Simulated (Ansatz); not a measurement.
Crystal: GaN.

```
Ga N
1.0
     3.21154    0.00000    0.00000
    -1.60577    2.78127    0.00000
     0.00000    0.00000   10.35684
Ga N
4 4
Direct
  0.00000 0.00000 0.78587
  0.66667 0.33333 0.03735
  0.33333 0.66667 0.53735
  0.00000 0.00000 0.28587
  0.00000 0.00000 0.09304
  0.66667 0.33333 0.34375
  0.00000 0.00000 0.59304
  0.33333 0.66667 0.84374
```

The cell is a database's computed one.

Base run:

```yaml
Program: Ansatz 0.2.0
Functional: r2SCAN
Potentials_or_basis: Ansatz PAW
Cutoff: 500 eV
Density_cutoff: 2000 eV
k_mesh: 12 × 12 × 4
Occupations: fixed
Spin: no spin polarisation
```

Its results: band gap on the k mesh 1.21 eV, direct.

**Question.** The run is repeated on the same cell with these changes: functional from r2SCAN to PBE; cutoff from 500 eV to 420 eV; density cutoff from 2000 eV to 1680 eV; k mesh from 12 × 12 × 4 to 8 × 8 × 4; potential files from those of the base run to others of the same set. What comes out?

**Answer.** Band gap on the k mesh 0.81 eV, direct.

Several settings changed at once, so the effect can't be laid on one alone.

Not every run made on this cell is shown here.
